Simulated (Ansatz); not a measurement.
Geometry optimisation, DFT PBEsol, scalar-relativistic, plane waves, PAW (Ansatz 0.2.0).

Input file:

```yaml
crystal:
  lattice:
    - [6.6355, 0.0, 0.0]
    - [0.0, 6.6355, 0.0]
    - [0.0, 0.0, 5.989]
  atoms:
    - { symbol: Zr, position: [0.0, 0.5, 0.25] }
    - { symbol: Zr, position: [0.0, 0.0, 0.0] }
    - { symbol: Si, position: [0.5, 0.0, 0.25] }
    - { symbol: Si, position: [0.0, 0.0, 0.5] }
    - { symbol: O, position: [0.5, 0.3163, 0.8214] }
    - { symbol: O, position: [0.6837, 0.0, 0.0714] }
    - { symbol: O, position: [0.0, 0.1837, 0.3214] }
    - { symbol: O, position: [0.3163, 0.0, 0.0714] }
    - { symbol: O, position: [0.5, 0.1837, 0.4286] }
    - { symbol: O, position: [0.1837, 0.0, 0.6786] }
    - { symbol: O, position: [0.5, 0.8163, 0.4286] }
    - { symbol: O, position: [0.3163, 0.5, 0.1786] }
    - { symbol: Zr, position: [0.5, 0.0, 0.75] }
    - { symbol: Zr, position: [0.5, 0.5, 0.5] }
    - { symbol: Si, position: [0.0, 0.5, 0.75] }
    - { symbol: Si, position: [0.5, 0.5, 0.0] }
    - { symbol: O, position: [0.0, 0.8163, 0.3214] }
    - { symbol: O, position: [0.1837, 0.5, 0.5714] }
    - { symbol: O, position: [0.5, 0.6837, 0.8214] }
    - { symbol: O, position: [0.8163, 0.5, 0.5714] }
    - { symbol: O, position: [0.0, 0.6837, 0.9286] }
    - { symbol: O, position: [0.6837, 0.5, 0.1786] }
    - { symbol: O, position: [0.0, 0.3163, 0.9286] }
    - { symbol: O, position: [0.8163, 0.0, 0.6786] }
    - { symbol: Si, position: [0.24430121, 0.57318599, 0.84886891] }
basis:
  ecutwfc: 420.0
kpoints:
  mp_grid: { grid: [2, 2, 2] }
hamiltonian:
  xc: pbesol
  pseudopotentials: { kind: paw, azcp: { folder: soft_1 } }
scf:
  occupations: { method: gaussian, width: 0.02 }
  lower_state_search: "off"
relax:
  f_tol: 0.03
  max_steps: 60
  adjacent_minimum: "off"
output:
  write_density: true
  write_potential: true
  elf: true
  volumetric_format: npy
```

Command:

```bash
$ ansatz run input.yaml --threads 2 --pin off --max-ram 5120MiB --backend cpu --events-out ev --progress --plain --runs-dir out
```

Where does it end, and by what steps?

It converged. Limits of this set-up: coarse k mesh, PAW files made for another functional, a small cell, in which the defect meets its images. After 22 steps the energy has fallen by 10.366 eV; Si16 moved furthest, 1.01 Å. The start is strongly strained (largest force component 14 eV/Å), so its close contacts needn't be bonds. Parted: Si16–O19 (1.62 → 2.81 Å), O21–Si25 (1.84 → 2.55 Å). Joined: O8–Si16 (3.56 → 1.84 Å).

```json
{"step": "0", "energy less start (eV)": "0.0000", "largest force component (eV/Å)": "13.879", "accepted": "yes"}
{"step": "1", "energy less start (eV)": "-3.7056", "largest force component (eV/Å)": "5.199", "accepted": "yes"}
{"step": "2", "energy less start (eV)": "-5.6478", "largest force component (eV/Å)": "3.213", "accepted": "yes"}
{"step": "3", "energy less start (eV)": "-6.7035", "largest force component (eV/Å)": "2.085", "accepted": "yes"}
{"step": "4", "energy less start (eV)": "-7.6158", "largest force component (eV/Å)": "1.988", "accepted": "yes"}
{"step": "5", "energy less start (eV)": "-8.2862", "largest force component (eV/Å)": "2.048", "accepted": "yes"}
{"step": "6", "energy less start (eV)": "-8.6657", "largest force component (eV/Å)": "1.504", "accepted": "yes"}
{"step": "7", "energy less start (eV)": "-9.0884", "largest force component (eV/Å)": "1.094", "accepted": "yes"}
{"step": "8", "energy less start (eV)": "-9.3074", "largest force component (eV/Å)": "1.229", "accepted": "yes"}
{"step": "9", "energy less start (eV)": "-9.4341", "largest force component (eV/Å)": "0.623", "accepted": "yes"}
{"step": "10", "energy less start (eV)": "-9.2885", "largest force component (eV/Å)": "1.298", "accepted": "no"}
{"step": "11", "energy less start (eV)": "-9.5277", "largest force component (eV/Å)": "0.308", "accepted": "yes"}
{"step": "12", "energy less start (eV)": "-9.5875", "largest force component (eV/Å)": "0.297", "accepted": "yes"}
{"step": "13", "energy less start (eV)": "-9.7020", "largest force component (eV/Å)": "0.456", "accepted": "yes"}
{"step": "14", "energy less start (eV)": "-9.7693", "largest force component (eV/Å)": "0.560", "accepted": "yes"}
{"step": "15", "energy less start (eV)": "-9.9526", "largest force component (eV/Å)": "1.185", "accepted": "yes"}
{"step": "16", "energy less start (eV)": "-10.2034", "largest force component (eV/Å)": "0.716", "accepted": "yes"}
{"step": "17", "energy less start (eV)": "-10.0427", "largest force component (eV/Å)": "1.123", "accepted": "no"}
{"step": "18", "energy less start (eV)": "-10.3244", "largest force component (eV/Å)": "0.461", "accepted": "yes"}
{"step": "19", "energy less start (eV)": "-10.3466", "largest force component (eV/Å)": "0.402", "accepted": "yes"}
{"step": "20", "energy less start (eV)": "-10.3568", "largest force component (eV/Å)": "0.179", "accepted": "yes"}
{"step": "21", "energy less start (eV)": "-10.3656", "largest force component (eV/Å)": "0.068", "accepted": "yes"}
{"step": "22", "energy less start (eV)": "-10.3664", "largest force component (eV/Å)": "0.015", "accepted": "yes"}
```

```xyz
25
Lattice="6.6355 0.0000 0.0000 0.0000 6.6355 0.0000 0.0000 0.0000 5.9890" Properties=species:S:1:pos:R:3
Zr -0.335 3.188 1.353
Zr 0.139 -0.093 -0.082
Si 3.513 0.072 1.404
Si 0.142 -0.090 2.881
O 3.356 2.139 4.775
O 4.635 -0.016 0.248
O -0.116 1.086 1.779
O 2.304 0.783 0.466
O 3.726 1.167 2.594
O 1.383 0.137 3.924
O 3.285 5.382 2.283
O 1.747 2.835 1.771
Zr 3.530 0.101 4.322
Zr 3.273 3.332 3.035
Si -0.181 3.327 4.506
Si 2.717 2.571 0.322
O 0.159 5.290 1.827
O 1.278 3.854 3.979
O 3.492 4.712 4.664
O 5.459 3.250 3.254
O -0.526 4.430 5.649
O 4.172 3.024 1.069
O -0.064 2.033 5.479
O 5.605 -0.182 4.004
Si 2.013 4.553 5.457
```

Whether the end is a true minimum wasn't checked by a vibrational analysis.

Time of the run: 2.4 min on 2 threads of Arm Neoverse V2, on a shared host, peak memory 0.71 GiB.
